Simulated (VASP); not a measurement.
CsPbCl3:

```
Pb Cs Cl
1.0
     5.60500    0.00000    0.00000
     0.00000    5.60500    0.00000
     0.00000    0.00000    5.60500
Pb Cs Cl
1 1 3
Cartesian
  2.8025 2.8025 2.8025
  0.0000 0.0000 0.0000
  2.8025 0.0000 2.8025
  0.0000 2.8025 2.8025
  2.8025 2.8025 0.0000
```

Program: VASP 6.6.1. Alike in all runs: potentials or basis VASP PAW PBE potentials, release 64 (Pb_d, Cs_sv, Cl); no spin polarisation; cell as given; cutoff (eV) 520.

Task: Order these runs on this cell by their band gap on the k mesh, lowest first.
A. level PBEsol; k mesh 6 × 6 × 6; smearing gaussian 0.02 eV; ladder gaps
B. level r2SCAN; k mesh 6 × 6 × 6; smearing gaussian 0.02 eV; ladder gaps
C. level PBEsol; k mesh 5 × 5 × 5; smearing fermi-dirac 0.05 eV; ladder free

Result: A (1.81 eV), B (2.31 eV), C (2.86 eV).

Caveats: spin-orbit coupling is left out, which as a rule narrows the gap of such compounds by several tenths of an eV; an odd mesh through Γ misses points on the zone boundary, where band edges often lie (some runs).

Not every run made on this cell is shown here.
